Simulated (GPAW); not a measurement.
The system is InPd.

```
In Pd
1.0
     3.27188    0.00000    0.00000
     0.00000    3.27188    0.00000
     0.00000    0.00000    3.27188
In Pd
1 1
Cartesian
  0.0000 0.0000 0.0000
  1.6359 1.6359 1.6359
```

The cell comes from a database or a generator and needn't be the stable form of this composition.

Base run:

- Program: GPAW 26.7.0
- Functional: LDA
- Potentials or basis: the program's PAW data sets (release 1.2.1) made for this functional
- Cutoff: 600 eV
- Basis: pw
- k mesh: 8 × 8 × 8
- Occupations: fermi-dirac, width 0.05 eV
- Spin: no spin polarisation

Its results: pressure -7.2 GPa.

Task: The run is repeated on the same cell with these changes: functional from LDA to RPBE. What comes out?

Result: Pressure 6.8 GPa.

RPBE binds less tightly than LDA, so the same cell stands under more pressure.
